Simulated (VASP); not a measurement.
# C in VASP: settings compared

The runs below take C through relaxation of cell and atoms, with PBE+D3(BJ), rev-vdW-DF2, PBE.

Everything below comes from runs of VASP 6.6.1. Logs are shortened: lines on timing, memory, paths and dates and some standing lists are left out, and cuts for length are marked.

## (1) Starting point

The cell holds a slab with vacuum, 4 atoms: a = 2.467 Å, b = 2.467 Å, c = 21.902 Å, α = 90.00°, β = 90.00°, γ = 120.00°.

The slab is cut from a database's or a generator's crystal, which needn't be the stable form of the element.

## (2) Relaxation of cell and atoms, PBE+D3(BJ)

Contents of INCAR:

```
SYSTEM = C
ALGO = Normal
EDIFF = 1E-6
EDIFFG = -0.01
ENCUT = 600
GGA = PE
IBRION = 2
ISIF = 3
ISMEAR = 0
IVDW = 12
KPAR = 4
LASPH = .TRUE.
LATTICE_CONSTRAINTS = .TRUE. .TRUE. .FALSE.
LCHARG = .FALSE.
LREAL = .FALSE.
LWAVE = .FALSE.
NELM = 80
NSW = 90
PREC = Accurate
SIGMA = 0.03
```

Contents of KPOINTS:

```
k-points
0
G
  15 15 1
  0 0 0
```

Contents of POSCAR:

```
C
1.0
    2.4672912600      0.0000000000      0.0000000000
   -1.2336456300      2.1367369100      0.0000000000
    0.0000000000      0.0000000000     21.9015365000
C
4
Direct
    0.0000000000      0.0000000000      0.4109300700
    0.6666666700      0.3333333400      0.4109300700
    0.0000000000      0.0000000000      0.5890699300
    0.3333333300      0.6666666600      0.5890699300
```

Potentials or basis: VASP PAW PBE potentials, release 64 (C).

The run is started by

```sh
cat potpaw_PBE.64/C/POTCAR > POTCAR
mpirun -np 4 vasp_std > vasp.out
```

OUTCAR:

```text
SYSTEM = C
   EDIFF = 1E-6
   EDIFFG = -0.01
   ENCUT = 600
   GGA = PE
   IBRION = 2
   ISIF = 3
   ISMEAR = 0
   IVDW = 12
   LASPH = .TRUE.
   LREAL = .FALSE.
   NELM = 80
   NSW = 90
   PREC = Accurate
 IVDW          = 12

 ion  position               nearest neighbor table
   1  0.000  0.000  0.411-   2 1.42   2 1.42   2 1.42
   2  0.667  0.333  0.411-   1 1.42   1 1.42   1 1.42
   3  0.000  0.000  0.589-   4 1.42   4 1.42   4 1.42
   4  0.333  0.667  0.589-   3 1.42   3 1.42   3 1.42

  LATTYP: Found a hexagonal cell.
 ALAT       =     2.4672912600
 C/A-ratio  =     8.8767535698

  Lattice vectors:

 A1 = (   2.4672912600,   0.0000000000,   0.0000000000)
 A2 = (  -1.2336456300,   2.1367369100,   0.0000000000)
 A3 = (   0.0000000000,   0.0000000000,  21.9015365000)

Analysis of symmetry for initial positions (statically):
=====================================================================
 Subroutine PRICEL returns:
 Original cell was already a primitive cell.

 Routine SETGRP: Setting up the symmetry group for a
 hexagonal supercell.

 Subroutine GETGRP returns: Found 12 space group operations
 (whereof 12 operations were pure point group operations)
 out of a pool of 24 trial point group operations.

The static configuration has the point symmetry D_3d.

Analysis of symmetry for dynamics (positions and initial velocities):
=====================================================================
 Subroutine PRICEL returns:
 Original cell was already a primitive cell.

 Routine SETGRP: Setting up the symmetry group for a
 hexagonal supercell.

 Subroutine GETGRP returns: Found 12 space group operations
 (whereof 12 operations were pure point group operations)
 out of a pool of 24 trial point group operations.

The dynamic configuration has the point symmetry D_3d.

 Subroutine INISYM returns: Found 12 space group operations
 (whereof 12 operations are pure point group operations),
 and found     1 'primitive' translations

----------------------------------------------------------------------------------------

                                     Primitive cell

  volume of cell :     115.4639

  direct lattice vectors                    reciprocal lattice vectors
     2.467291260  0.000000000  0.000000000     0.405302777  0.234001668  0.000000000
    -1.233645630  2.136736910  0.000000000     0.000000000  0.468003335  0.000000000
     0.000000000  0.000000000 21.901536500     0.000000000  0.000000000  0.045658897

  length of vectors
     2.467291260  2.467291260 21.901536500     0.468003335  0.468003335  0.045658897

  position of ions in fractional coordinates (direct lattice)
     0.000000000  0.000000000  0.410930070
     0.666666670  0.333333340  0.410930070
     0.000000000  0.000000000  0.589069930
     0.333333330  0.666666660  0.589069930

  ion indices of the primitive-cell ions
   primitive index   ion index
                 1           1
                 2           2
                 3           3
                 4           4

----------------------------------------------------------------------------------------

 KPOINTS: k-points

Automatic generation of k-mesh.
 Grid dimensions read from file:
 generate k-points for:   15   15    1

 Generating k-lattice:

  Cartesian coordinates                     Fractional coordinates (reciprocal lattice)
     0.027020185  0.015600111  0.000000000     0.066666667  0.000000000  0.000000000
     0.000000000  0.031200222  0.000000000     0.000000000  0.066666667  0.000000000
     0.000000000  0.000000000  0.045658897     0.000000000  0.000000000  1.000000000

  Length of vectors
     0.031200222  0.031200222  0.045658897

  Shift w.r.t. Gamma in fractional coordinates (k-lattice)
     0.000000000  0.000000000  0.000000000

 Subroutine IBZKPT returns following result:
 ===========================================

 Found     27 irreducible k-points:

 Following reciprocal coordinates:
            Coordinates               Weight
  0.000000  0.000000  0.000000      1.000000
  0.066667 -0.000000  0.000000      6.000000
  0.133333 -0.000000  0.000000      6.000000
  0.200000 -0.000000  0.000000      6.000000
  0.266667 -0.000000  0.000000      6.000000
  0.333333  0.000000  0.000000      6.000000
[... 16 lines left out ...]
  0.333333  0.200000  0.000000     12.000000
  0.400000  0.200000  0.000000      6.000000
 [... further k-points ...]
   k-points           NKPTS =     27   k-points in BZ     NKDIM =     27   number of bands    NBANDS=     12
   number of dos      NEDOS =    301   number of ions     NIONS =      4
   total plane-waves  NPLWV =  72000
   dimension x,y,z NGX =    20 NGY =   20 NGZ =  180
   dimension x,y,z NGXF=    40 NGYF=   40 NGZF=  360
   ions per type =               4
   NGX,Y,Z   is equivalent  to a cutoff of  13.48, 13.48, 13.66 a.u.
   NGXF,Y,Z  is equivalent  to a cutoff of  26.95, 26.95, 27.33 a.u.
 SYSTEM =  C
   PREC   = accura    normal or accurate (medium, high low for compatibility)
   ISTART =      0    job   : 0-new  1-cont  2-samecut
   ICHARG =      2    charge: 1-file 2-atom 10-const
   ISPIN  =      1    spin polarized calculation?
   LNONCOLLINEAR =      F non collinear calculations
   LSORBIT =      F    spin-orbit coupling
   LASPH  =      T    aspherical Exc in radial PAW
   ENCUT  =  600.0 eV  44.10 Ry    6.64 a.u.   4.93  4.93 43.74*2*pi/ulx,y,z
   NELM   =     80;   NELMIN=  2; NELMDL= -5     # of ELM steps
   EDIFF  = 0.1E-05   stopping-criterion for ELM
   LREAL  =      F    real-space projection
   EDIFFG = -.1E-01   stopping-criterion for IOM
   NSW    =     90    number of steps for IOM
   IBRION =      2    ionic relax: 0-MD 1-quasi-New 2-CG
   NFREE  =      1    steps in history (QN), initial steepest desc. (CG)
   ISIF   =      3    stress and relaxation
   ISYM   =      2    0-nonsym 1-usesym 2-fastsym
   POTIM  = 0.5000    time-step for ionic-motion
   TEBEG  =    0.0;   TEEND  =   0.0 temperature during run
   PSTRESS=    0.0 pullay stress
   NELECT =      16.0000    total number of electrons
   NUPDOWN=      -1.0000    fix difference up-down
   EMIN   =  10.00;   EMAX   =-10.00  energy-range for DOS
   EFERMI =   0.00;   METHOD = LEGACY
   ISMEAR =     0;   SIGMA  =   0.03  broadening in eV -4-tet -1-fermi 0-gaus
   EFERMI_NEDOS =   21; number of points for ismear=-14 and -15
   IALGO  =     38    algorithm
   IMIX   =      4    mixing-type and parameters
     AMIX     =   0.40;   BMIX     =  1.00
     AMIX_MAG =   1.60;   BMIX_MAG =  1.00
  volume/ion in A,a.u.               =      28.87       194.80
  Fermi-wavevector in a.u.,A,eV,Ry     =   0.847161  1.600903  9.764661  0.717682
  Thomas-Fermi vector in A             =   1.962623
   LORBIT       =      0    0 simple, 1 ext, 2 COOP (PROOUT), +10 PAW based schemes
   GGA     = PE    functional components
   LHFCALC =     F    Hartree Fock is set to
   AEXX    =    0.0000 exact exchange contribution
   IVDW    =    12    specifies the selected vdW correction
   LEPSILON=     F    determine dielectric tensor
   LRPA    =     F    only Hartree local field effects (RPA)
 conjugate gradient relaxation of ions
 non-spin polarized calculation
 Gauss-broadening in eV      SIGMA  =   0.03
  energy-cutoff  :      600.00
  volume of cell :      115.46
 maximum number of plane-waves:      3927
 NGX is ok and might be reduce to    20
   NGX =  9   NGY =  9   NGZ = 87

--------------------------------------- Ionic step        1  -------------------------------------------

 number of electron      16.0000001 magnetization

 Free energy of the ion-electron system (eV)
  ---------------------------------------------------
  ext. energy  EPLUGINS =         0.00000000
  ---------------------------------------------------
  free energy    TOTEN  =       -36.90760732 eV

  energy without entropy =      -36.90730641  energy(sigma->0) =      -36.90745687

------------------------ aborting loop because EDIFF is reached ----------------------------------------

 Edisp (eV)   -0.43287

 E8    (eV) :    -0.1281

  FORCE on cell =-STRESS in cart. coord.  units (eV):
  Direction    XX          YY          ZZ          XY          YZ          ZX
  --------------------------------------------------------------------------------------
  -------------------------------------------------------------------------------------
  Total      -0.15082    -0.15082    -0.29814     0.00000     0.00000     0.00000
  in kB      -2.09276    -2.09276    -4.13696     0.00000     0.00000     0.00000
  external pressure =       -2.77 kB  Pullay stress =        0.00 kB
[... 103 lines left out ...]
  FREE ENERGIE OF THE ION-ELECTRON SYSTEM (eV)
  ---------------------------------------------------
  free  energy   TOTEN  =       -37.3406145506 eV

  energy  without entropy=      -37.3403136495  energy(sigma->0) =      -37.34046410

[... ionic steps 4 to 20 ...]

--------------------------------------- Ionic step       21  -------------------------------------------

 number of electron      16.0000000 magnetization

------------------------ aborting loop because EDIFF is reached ----------------------------------------

 Edisp (eV)   -0.47770

 E8    (eV) :    -0.1429
[... 73 lines left out ...]
  energy  without entropy=      -37.3606363744  energy(sigma->0) =      -37.36078682

--------------------------------------- Ionic step       23  -------------------------------------------

 number of electron      16.0000000 magnetization

 Free energy of the ion-electron system (eV)
  ---------------------------------------------------
  ext. energy  EPLUGINS =         0.00000000
  ---------------------------------------------------
  free energy    TOTEN  =       -36.88331425 eV

  energy without entropy =      -36.88301334  energy(sigma->0) =      -36.88316380

 E-fermi :  -1.5314     XC(G=0):  -3.5518

 val. band max:       -1.5314137400   @ k =   0.3333   0.3333   0.0000
 cond. band min:      -1.5314137193   @ k =   0.3333   0.3333   0.0000
 fundamental gap:      0.0000000207
 Fermi energy:        -1.5314137295

 k-point     1 :       0.0000    0.0000    0.0000
  band No.  band energies     occupation
      1     -21.1139      2.00000
      2     -20.9683      2.00000
      3      -9.6032      2.00000
      4      -8.6496      2.00000
      5      -4.5625      2.00000
      6      -4.5625      2.00000
      7      -4.5537      2.00000
      8      -4.5537      2.00000
      9       1.9067      0.00000
     10       2.2811      0.00000
     11       2.9713      0.00000
     12       3.8438      0.00000
[... 331 lines left out ...]
 k-point    24 :       0.4000    0.2000    0.0000
  band No.  band energies     occupation
      1     -15.2179      2.00000
      2     -15.1664      2.00000
      3     -14.2166      2.00000
      4     -14.1838      2.00000
      5     -10.3864      2.00000
      6     -10.3367      2.00000
      7      -3.2174      2.00000
      8      -2.8768      2.00000
      9      -0.2452      0.00000
     10      -0.1608      0.00000
     11       9.0740      0.00000
     12       9.3822      0.00000

 [... further k-points ...]

------------------------ aborting loop because EDIFF is reached ----------------------------------------

 Edisp (eV)   -0.47766

 E8    (eV) :    -0.1429

  FORCE on cell =-STRESS in cart. coord.  units (eV):
  Direction    XX          YY          ZZ          XY          YZ          ZX
  --------------------------------------------------------------------------------------
  -------------------------------------------------------------------------------------
  Total      -0.00695    -0.00695    -0.04911     0.00000     0.00000     0.00000
  in kB      -0.09653    -0.09653    -0.68225     0.00000     0.00000     0.00000
  external pressure =       -0.29 kB  Pullay stress =        0.00 kB
[... 19 lines left out ...]
  FREE ENERGIE OF THE ION-ELECTRON SYSTEM (eV)
  ---------------------------------------------------
  free  energy   TOTEN  =       -37.3609698781 eV

  energy  without entropy=      -37.3606689769  energy(sigma->0) =      -37.36081943

 reached required accuracy - stopping structural energy minimisation
```

It took 5 min on 4 MPI ranks of AMD EPYC 7R13 (Zen 3), shared host; peak memory 0.28 GiB.

Results:

| Item | Value |
| --- | --- |
| Free energy | -37.3610 eV |
| Relaxed volume | 28.83 Å³/atom |
| Relaxed cell | a = 2.466 Å, b = 2.466 Å, c = 21.902 Å, α = 90.00°, β = 90.00°, γ = 120.00° |
| Space group after relaxing (to 0.05 Å) | P-3m1 (No. 164) |
| Energy gained by relaxing | 5.1 meV/atom |
| Ionic steps | 23 |
| Largest force after relaxing | 0.007 eV/Å |
| Band gap on the k mesh | none (metal or under the smearing width) |
| Dispersion energy per atom | -0.119 eV |

Forces in eV/Å, atoms in the order of the input:
```
C    0.000  0.000 -0.007
C    0.000  0.000 -0.002
C    0.000  0.000  0.007
C    0.000  0.000  0.002
```

The path:
| step | energy change (eV) | largest force (eV/Å) | pressure (GPa) | volume (Å³) |
| --- | --- | --- | --- | --- |
| 1 | 0.0000 | 0.0315 | -0.28 | 115.46 |
| 2 | 0.0002 | 0.0301 | 0.20 | 115.04 |
| 3 | -0.0001 | 0.0302 | -0.10 | 115.30 |
| 4 | -0.0003 | 0.0300 | -0.09 | 115.30 |
| 5 | -0.0009 | 0.0383 | -0.09 | 115.29 |
| 6 | -0.0019 | 0.0572 | -0.07 | 115.28 |
| 7 | -0.0038 | 0.0928 | -0.03 | 115.25 |
| 8 | -0.0071 | 0.1640 | 0.04 | 115.19 |
| 9 | -0.0107 | 0.3001 | 0.19 | 115.06 |
| 10 | -0.0107 | 0.2991 | 0.19 | 115.06 |
| 11 | -0.0109 | 0.2981 | 0.19 | 115.07 |
| 12 | -0.0112 | 0.2947 | 0.17 | 115.08 |
| 13 | -0.0118 | 0.2884 | 0.15 | 115.10 |
| 14 | -0.0129 | 0.2775 | 0.11 | 115.14 |
| 15 | -0.0149 | 0.2530 | 0.02 | 115.22 |
| 16 | -0.0178 | 0.2023 | -0.14 | 115.39 |
| 17 | -0.0177 | 0.1232 | -0.45 | 115.72 |
| 18 | -0.0189 | 0.1559 | -0.28 | 115.54 |
| 19 | -0.0189 | 0.1512 | -0.31 | 115.56 |
| 20 | -0.0197 | 0.1143 | -0.17 | 115.44 |
| 21 | -0.0203 | 0.0421 | 0.11 | 115.20 |
| 22 | -0.0205 | 0.0237 | 0.04 | 115.26 |
| 23 | -0.0205 | 0.0073 | -0.03 | 115.32 |

Final structure:
```cif
data_structure
_symmetry_space_group_name_H-M 'P 1'
_symmetry_Int_Tables_number 1
_cell_length_a 2.4657
_cell_length_b 2.4657
_cell_length_c 21.9015
_cell_angle_alpha 90.000
_cell_angle_beta 90.000
_cell_angle_gamma 120.000
_cell_volume 115.32
loop_
_atom_site_label
_atom_site_type_symbol
_atom_site_fract_x
_atom_site_fract_y
_atom_site_fract_z
_atom_site_occupancy
C1 C 0.00000 0.00000 0.42310 1
C2 C 0.66667 0.33333 0.42307 1
C3 C 0.00000 0.00000 0.57690 1
C4 C 0.33333 0.66667 0.57693 1
```

[end of part 1 of 4]
